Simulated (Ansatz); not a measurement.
## SiC at a changed volume — electric field gradients

The cell is a COD entry, relaxed with PBE at fixed cell and then changed (volume scaled by 1.03).

```
Si C
1.0
     3.10949    0.00000    0.00000
    -1.55474    2.69289    0.00000
     0.00000    0.00000   20.34548
Si C
8 8
Direct
  0.33333 0.66667 0.25011
  0.66667 0.33333 0.75011
  0.33333 0.66667 0.62500
  0.66667 0.33333 0.12500
  0.00000 0.00000 0.00010
  0.00000 0.00000 0.50010
  0.33333 0.66667 0.87518
  0.66667 0.33333 0.37518
  0.33333 0.66667 0.96891
  0.66667 0.33333 0.46891
  0.00000 0.00000 0.09387
  0.00000 0.00000 0.59387
  0.33333 0.66667 0.34412
  0.66667 0.33333 0.84412
  0.33333 0.66667 0.71872
  0.66667 0.33333 0.21872
```

Atoms are numbered from 1 in the order listed; like atoms form one site, named after its first atom.

Level of theory: DFT, PBE, plane waves and PAW (field gradients read without the response of the frozen cores, which leaves them typically 4 to 6 % off), scalar-relativistic, 420 eV cutoff, Γ-centred 10×10×2 k-points, Fermi–Dirac smearing 0.02 eV (Ansatz 0.2.0).

Conventions: |V_zz| ≥ |V_yy| ≥ |V_xx|, η = (V_xx − V_yy)/V_zz, C_Q = eQV_zz/h. Directions are in the Cartesian axes of the cell vectors above, for the atom listed; none is given where the gradient is under 0.02 or η is above 0.95.

```tsv
site	first atom	first shell	V_zz (10²¹ V/m²)	η	direction of V_zz (x, y, z)
Si1	1	4 C at 1.91 Å	-0.085	0.00	0.00 0.00 1.00
Si3	3	4 C at 1.90–1.91 Å	0.16	0.00	0.00 0.00 1.00
Si5	5	4 C at 1.90–1.91 Å	0.12	0.00	0.00 0.00 1.00
Si7	7	4 C at 1.90–1.91 Å	0.20	0.00	0.00 0.00 1.00
C9	9	4 Si at 1.90–1.91 Å	0.019	0.00	–
C11	11	4 Si at 1.90–1.91 Å	0.017	0.00	–
C13	13	4 Si at 1.90–1.91 Å	0.20	0.00	0.00 0.00 1.00
C15	15	4 Si at 1.91 Å	0.055	0.00	0.00 0.00 1.00
```

An axis of threefold or higher order runs through Si1, Si3, Si5, Si7, C9 and C11 and others, so V_zz lies along it and η is zero.

The run took 14 s of wall time (14 s of CPU time) and 0.52 GiB at its peak, on 1 thread of AMD EPYC 9R14 (Zen 4) (x86_64; 16 cores open to the job, memory cap 3.0 GiB, no GPU), a shared host with a load of 0.3 a core.
